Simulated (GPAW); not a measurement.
The system is MoS2.

```
Mo S
1.0
     3.22746    0.00000    0.00000
    -1.61373    2.79507    0.00000
     0.00000    0.00000    6.31247
Mo S
1 2
Direct
  0.00000 0.00000 0.50000
  0.66667 0.33333 0.74468
  0.33333 0.66667 0.25532
```

Measurements of this composition are mostly on another form, of space group No. 194.

| Item | Value |
| --- | --- |
| Program | GPAW 26.7.0 |
| Task | relaxation of cell and atoms |
| Functional | LDA |
| Potentials or basis | the program's PAW data sets (release 1.2.1) made for this functional |
| Cutoff | 600 eV |
| Basis | pw |
| k mesh | 9 × 9 × 4 |
| Occupations | fermi-dirac, width 0.05 eV |
| Spin | no spin polarisation |

At the start: pressure -6.4 GPa; volume 18.98 Å³/atom.

**Question.** Where does the relaxation end?

**Answer.** Over 13 steps the energy falls by 41.5 meV/atom and the volume is 16.38 Å³/atom (-13.7 %); space group P-3m1 (No. 164, to 0.05 Å).

Step by step:
```
step  energy change (eV)  largest force (eV/Å)  pressure (GPa)  volume (Å³)
   1              0.0000                0.1941           -6.37        56.94
   2             -0.0229                0.0021           -4.81        56.33
   3             -0.0576                0.5294           -0.08        54.43
   4             -0.0671                0.5260            0.40        53.99
   5             -0.0982                0.1842            0.65        52.07
   6             -0.0998                0.0629            0.02        52.00
   7             -0.1002                0.0210           -0.31        52.03
   8             -0.1012                0.0380           -0.78        52.04
   9             -0.1035                0.1248           -1.46        51.89
  10             -0.1087                0.2410           -2.28        51.31
  11             -0.1165                0.3261           -2.67        50.03
  12             -0.1206                0.2413           -1.85        49.38
  13             -0.1244                0.0155           -0.06        49.15
```

Final structure:
```
Mo S
1.0
     3.14206    0.00000    0.00000
    -1.57103    2.72110    0.00000
     0.00000    0.00000    5.74823
Mo S
1 2
Direct
  0.00000 0.00000 0.50000
  0.66667 0.33333 0.77195
  0.33333 0.66667 0.22805
```

Caveat: later steps reuse the first step's grids.
